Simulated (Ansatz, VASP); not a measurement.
Ni in VASP and in Ansatz

```xyz
1
Lattice="0.0000 1.7912 1.7912 1.7912 0.0000 1.7912 1.7912 1.7912 0.0000" Properties=species:S:1:pos:R:3 pbc="T T T"
Ni    0.0000    0.0000    0.0000
```

Change from the starting cell: volume scaled by 1.04, PAW files.

Alike in both runs: task electric field gradients; functional PBE; k mesh 18 × 18 × 18; occupations fermi-dirac, width 0.05 eV; collinear spin.

|  | VASP | Ansatz |
| --- | --- | --- |
| version | VASP 6.6.1 | Ansatz 0.2.0 |
| potentials or method | VASP PAW PBE potentials, release 64 (Ni) | PAW with Ansatz's default frozen-core files, scalar-relativistic |
| plane-wave cutoff (eV) | 520 | 420 |
| valence electrons in the cell | 10 | 18 |

|  | VASP | Ansatz | Ansatz less VASP |
| --- | --- | --- | --- |
| pressure (GPa) | -9.4 | -9.5 | -0.11 |
| net moment per atom (μB) | 0.62 | 0.63 | +0.008 |
| size of the moment on the site where the two differ most (μB) | 0.64 | 0.67 | +0.032 |
| Vzz of the field gradient on the site that differs most (V/Å²) | 0.0 | 0.0 | 0.00 |

Site moments also hang on the region over which each program counts them. The two sets of potentials don't hold the same shells in valence.
